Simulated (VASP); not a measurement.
# MgB2 (P6/mmm) in VASP: relaxation of cell and atoms with PBE

Aim: the relaxation of cell and atoms of MgB2 with PBE.

All numbers are computed with VASP 6.6.1; they aren't measurements. Logs are shortened: lines on timing, memory, paths and dates and some standing lists are left out, and cuts for length are marked.

## (1) Starting point

The structure is hexagonal, space group P6/mmm (No. 191). The conventional cell has a = 3.085 Å, b = 3.085 Å, c = 3.523 Å, α = 90.00°, β = 90.00°, γ = 120.00°. Mg (site symmetry 6/mmm) is surrounded by 12 B at 2.51 Å. B (site symmetry -6m2) has 3 B at 1.78 Å as nearest neighbours.

## (2) Relaxation of cell and atoms, PBE

The input, INCAR:

```
PREC = Accurate
ENCUT = 600
EDIFF = 1E-7
ISMEAR = 0
SIGMA = 0.1
LREAL = False
LASPH = True
NELM = 60
ALGO = Normal
ISIF = 3
LWAVE = False
LCHARG = False
GGA = PE
IBRION = 2
NSW = 80
EDIFFG = -0.004
```

The input, KPOINTS:

```
Automatic mesh
0
Gamma
  15 15 12
```

The input, POSCAR:

```
MgB2
1.0
    3.0850000000      0.0000000000      0.0000000000
   -1.5425000000      2.6716883700      0.0000000000
    0.0000000000      0.0000000000      3.5230000000
Mg B
1 2
Direct
    0.0000000000      0.0000000000      0.0000000000
    0.3333333300      0.6666666700      0.5000000000
    0.6666666700      0.3333333300      0.5000000000
```

Potentials or basis: VASP PAW PBE potentials, release 64 (Mg, B).

Launch:

```bash
$ cat potpaw_PBE.64/Mg/POTCAR potpaw_PBE.64/B/POTCAR > POTCAR
$ mpirun -np 1 vasp_std > vasp.out
```

OUTCAR:

```text
PREC = Accurate
   ENCUT = 600
   EDIFF = 1E-7
   ISMEAR = 0
   LREAL = False
   LASPH = True
   NELM = 60
   ISIF = 3
   GGA = PE
   IBRION = 2
   NSW = 80
   EDIFFG = -0.004

 ion  position               nearest neighbor table
   1  0.000  0.000  0.000-   2 2.51   3 2.51   2 2.51   3 2.51   2 2.51   2 2.51   3 2.51   3 2.51
                             3 2.51   3 2.51   2 2.51   2 2.51
   2  0.333  0.667  0.500-   3 1.78   3 1.78   3 1.78   1 2.51   1 2.51   1 2.51   1 2.51   1 2.51
                             1 2.51
   3  0.667  0.333  0.500-   2 1.78   2 1.78   2 1.78   1 2.51   1 2.51   1 2.51   1 2.51   1 2.51
                             1 2.51

  LATTYP: Found a hexagonal cell.
 ALAT       =     3.0850000000
 C/A-ratio  =     1.1419773096

  Lattice vectors:

 A1 = (   3.0850000000,   0.0000000000,   0.0000000000)
 A2 = (  -1.5425000000,   2.6716883700,   0.0000000000)
 A3 = (   0.0000000000,   0.0000000000,   3.5230000000)

Analysis of symmetry for initial positions (statically):
=====================================================================
 Subroutine PRICEL returns:
 Original cell was already a primitive cell.

 Routine SETGRP: Setting up the symmetry group for a
 hexagonal supercell.

 Subroutine GETGRP returns: Found 24 space group operations
 (whereof 24 operations were pure point group operations)
 out of a pool of 24 trial point group operations.

The static configuration has the point symmetry D_6h.

Analysis of symmetry for dynamics (positions and initial velocities):
=====================================================================
 Subroutine PRICEL returns:
 Original cell was already a primitive cell.

 Routine SETGRP: Setting up the symmetry group for a
 hexagonal supercell.

 Subroutine GETGRP returns: Found 24 space group operations
 (whereof 24 operations were pure point group operations)
 out of a pool of 24 trial point group operations.

The dynamic configuration has the point symmetry D_6h.

 Subroutine INISYM returns: Found 24 space group operations
 (whereof 24 operations are pure point group operations),
 and found     1 'primitive' translations

----------------------------------------------------------------------------------------

                                     Primitive cell

  volume of cell :      29.0371

  direct lattice vectors                    reciprocal lattice vectors
     3.085000000  0.000000000  0.000000000     0.324149109  0.187147575  0.000000000
    -1.542500000  2.671688370  0.000000000     0.000000000  0.374295150  0.000000000
     0.000000000  0.000000000  3.523000000     0.000000000  0.000000000  0.283848992

  length of vectors
     3.085000000  3.084999999  3.523000000     0.374295150  0.374295150  0.283848992

  position of ions in fractional coordinates (direct lattice)
     0.000000000  0.000000000  0.000000000
     0.333333330  0.666666670  0.500000000
     0.666666670  0.333333330  0.500000000

  ion indices of the primitive-cell ions
   primitive index   ion index
                 1           1
                 2           2
                 3           3

----------------------------------------------------------------------------------------

 KPOINTS: Automatic mesh

Automatic generation of k-mesh.
 Grid dimensions read from file:
 generate k-points for:   15   15   12

 Generating k-lattice:

  Cartesian coordinates                     Fractional coordinates (reciprocal lattice)
     0.021609941  0.012476505  0.000000000     0.066666667  0.000000000  0.000000000
     0.000000000  0.024953010  0.000000000     0.000000000  0.066666667  0.000000000
     0.000000000  0.000000000  0.023654083     0.000000000  0.000000000  0.083333333

  Length of vectors
     0.024953010  0.024953010  0.023654083

  Shift w.r.t. Gamma in fractional coordinates (k-lattice)
     0.000000000  0.000000000  0.000000000

 Subroutine IBZKPT returns following result:
 ===========================================

 Found    189 irreducible k-points:

 Following reciprocal coordinates:
            Coordinates               Weight
  0.000000  0.000000  0.000000      1.000000
  0.066667  0.000000  0.000000      6.000000
  0.133333  0.000000  0.000000      6.000000
  0.200000  0.000000  0.000000      6.000000
  0.266667  0.000000  0.000000      6.000000
  0.333333  0.000000  0.000000      6.000000
[... 16 lines left out ...]
  0.333333  0.200000  0.000000     12.000000
  0.400000  0.200000  0.000000      6.000000
 [... further k-points ...]
   k-points           NKPTS =    189   k-points in BZ     NKDIM =    189   number of bands    NBANDS=      8
   number of dos      NEDOS =    301   number of ions     NIONS =      3
   total plane-waves  NPLWV =  21952
   dimension x,y,z NGX =    28 NGY =   28 NGZ =   28
   dimension x,y,z NGXF=    56 NGYF=   56 NGZF=   56
   ions per type =               1   2
   NGX,Y,Z   is equivalent  to a cutoff of  15.09, 15.09, 13.21 a.u.
   NGXF,Y,Z  is equivalent  to a cutoff of  30.18, 30.18, 26.43 a.u.
 SYSTEM =  unknown system
   PREC   = accura    normal or accurate (medium, high low for compatibility)
   ISTART =      0    job   : 0-new  1-cont  2-samecut
   ICHARG =      2    charge: 1-file 2-atom 10-const
   ISPIN  =      1    spin polarized calculation?
   LNONCOLLINEAR =      F non collinear calculations
   LSORBIT =      F    spin-orbit coupling
   LASPH  =      T    aspherical Exc in radial PAW
   ENCUT  =  600.0 eV  44.10 Ry    6.64 a.u.   6.16  6.16  7.04*2*pi/ulx,y,z
   NELM   =     60;   NELMIN=  2; NELMDL= -5     # of ELM steps
   EDIFF  = 0.1E-06   stopping-criterion for ELM
   LREAL  =      F    real-space projection
   EDIFFG = -.4E-02   stopping-criterion for IOM
   NSW    =     80    number of steps for IOM
   IBRION =      2    ionic relax: 0-MD 1-quasi-New 2-CG
   NFREE  =      1    steps in history (QN), initial steepest desc. (CG)
   ISIF   =      3    stress and relaxation
   ISYM   =      2    0-nonsym 1-usesym 2-fastsym
   POTIM  = 0.5000    time-step for ionic-motion
   TEBEG  =    0.0;   TEEND  =   0.0 temperature during run
   PSTRESS=    0.0 pullay stress
   NELECT =       8.0000    total number of electrons
   NUPDOWN=      -1.0000    fix difference up-down
   EMIN   =  10.00;   EMAX   =-10.00  energy-range for DOS
   EFERMI =   0.00;   METHOD = LEGACY
   ISMEAR =     0;   SIGMA  =   0.10  broadening in eV -4-tet -1-fermi 0-gaus
   EFERMI_NEDOS =   21; number of points for ismear=-14 and -15
   IALGO  =     38    algorithm
   IMIX   =      4    mixing-type and parameters
     AMIX     =   0.40;   BMIX     =  1.00
     AMIX_MAG =   1.60;   BMIX_MAG =  1.00
  volume/ion in A,a.u.               =       9.68        65.32
  Fermi-wavevector in a.u.,A,eV,Ry     =   1.065255  2.013040 15.439462  1.134768
  Thomas-Fermi vector in A             =   2.200801
   LORBIT       =      0    0 simple, 1 ext, 2 COOP (PROOUT), +10 PAW based schemes
   GGA     = PE    functional components
   LHFCALC =     F    Hartree Fock is set to
   AEXX    =    0.0000 exact exchange contribution
   IVDW    =     0    specifies the selected vdW correction
   LEPSILON=     F    determine dielectric tensor
   LRPA    =     F    only Hartree local field effects (RPA)
 conjugate gradient relaxation of ions
 non-spin polarized calculation
 Gauss-broadening in eV      SIGMA  =   0.10
  energy-cutoff  :      600.00
  volume of cell :       29.04
 maximum number of plane-waves:       986
 NGX is ok and might be reduce to    28
   NGX = 13   NGY = 13   NGZ = 15

--------------------------------------- Ionic step        1  -------------------------------------------

 number of electron       8.0000000 magnetization

 Free energy of the ion-electron system (eV)
  ---------------------------------------------------
  ext. energy  EPLUGINS =         0.00000000
  ---------------------------------------------------
  free energy    TOTEN  =       -15.32577173 eV

  energy without entropy =      -15.32153452  energy(sigma->0) =      -15.32365313

------------------------ aborting loop because EDIFF is reached ----------------------------------------

  FORCE on cell =-STRESS in cart. coord.  units (eV):
  Direction    XX          YY          ZZ          XY          YZ          ZX
  --------------------------------------------------------------------------------------
  -------------------------------------------------------------------------------------
  Total       -0.3497085     -0.3497085     -0.0187988      0.0000000      0.0000000     -0.0000000
  in kB      -19.2958178    -19.2958178     -1.0372595      0.0000000      0.0000000     -0.0000000
  external PRESSURE =     -13.2096317 kB  Pullay stress =       0.0000000 kB
[... 170 lines left out ...]
  energy  without entropy=      -15.3234161844  energy(sigma->0) =      -15.32534011

--------------------------------------- Ionic step        6  -------------------------------------------

 number of electron       8.0000000 magnetization

 Free energy of the ion-electron system (eV)
  ---------------------------------------------------
  ext. energy  EPLUGINS =         0.00000000
  ---------------------------------------------------
  free energy    TOTEN  =       -15.32726873 eV

  energy without entropy =      -15.32347523  energy(sigma->0) =      -15.32537198

 E-fermi :   5.3034     XC(G=0): -10.9370

 val. band max:        5.2990395083   @ k =   0.0667   0.0000   0.0000
 cond. band min:       5.3063021749   @ k =   0.1333   0.0000   0.3333
 fundamental gap:      0.0072626666
 Fermi energy:         5.3033973900

 k-point     1 :       0.0000    0.0000    0.0000
  band No.  band energies     occupation
      1      -7.1480      2.00000
      2       2.3081      2.00000
      3       5.7025      0.00000
      4       5.7025      0.00000
      5       6.8966      0.00000
      6      11.6981      0.00000
      7      11.6981      0.00000
      8      13.5555      0.00000
[... 243 lines left out ...]
 k-point    24 :       0.4000    0.2000    0.0000
  band No.  band energies     occupation
      1      -2.7724      2.00000
      2      -2.0918      2.00000
      3       0.8954      2.00000
      4       6.0705      0.00000
      5       8.0315      0.00000
      6      10.9206      0.00000
      7      11.2670      0.00000
      8      13.4272      0.00000

 [... further k-points ...]
[... 5 lines left out ...]
  --------------------------------------------------------------------------------------
  -------------------------------------------------------------------------------------
  Total       -0.0043274     -0.0043274     -0.0067679      0.0000000     -0.0000000     -0.0000000
  in kB       -0.2404780     -0.2404780     -0.3761002      0.0000000     -0.0000000     -0.0000000
  external PRESSURE =      -0.2856854 kB  Pullay stress =       0.0000000 kB
[... 18 lines left out ...]
  FREE ENERGIE OF THE ION-ELECTRON SYSTEM (eV)
  ---------------------------------------------------
  free  energy   TOTEN  =       -15.3272687261 eV

  energy  without entropy=      -15.3234752289  energy(sigma->0) =      -15.32537198

 reached required accuracy - stopping structural energy minimisation
```

It took 3 min on 1 thread of AMD EPYC 7R43 (Zen 3), shared host; peak memory 0.17 GiB.

What came out:

| Property | Result |
| --- | --- |
| Free energy | -15.3273 eV |
| Relaxed volume | 9.61 Å³/atom |
| Relaxed cell | a = 3.072 Å, b = 3.072 Å, c = 3.528 Å, α = 90.00°, β = 90.00°, γ = 120.00° |
| Space group after relaxing (to 0.05 Å) | P6/mmm (No. 191) |
| Energy gained by relaxing | 0.5 meV/atom |
| Ionic steps | 6 |
| Pressure after relaxing | 0.0 GPa |
| Band gap on the k mesh | none (metal or under the smearing width) |

Step by step:
```
step  energy change (eV)  largest force (eV/Å)  pressure (GPa)  volume (Å³)
   1              0.0000                0.0000           -1.32        29.04
   2             -0.0013                0.0000            0.65        28.70
   3             -0.0015                0.0000            0.11        28.79
   4             -0.0015                0.0000            0.08        28.80
   5             -0.0015                0.0000            0.02        28.82
   6             -0.0015                0.0000           -0.03        28.83
```

Final structure:
```xyz
3
Lattice="3.0720 0.0000 0.0000 -1.5360 2.6604 0.0000 0.0000 0.0000 3.5277" Properties=species:S:1:pos:R:3 pbc="T T T"
Mg    0.0000    0.0000    0.0000
B     0.0000    1.7736    1.7638
B     1.5360    0.8868    1.7638
```
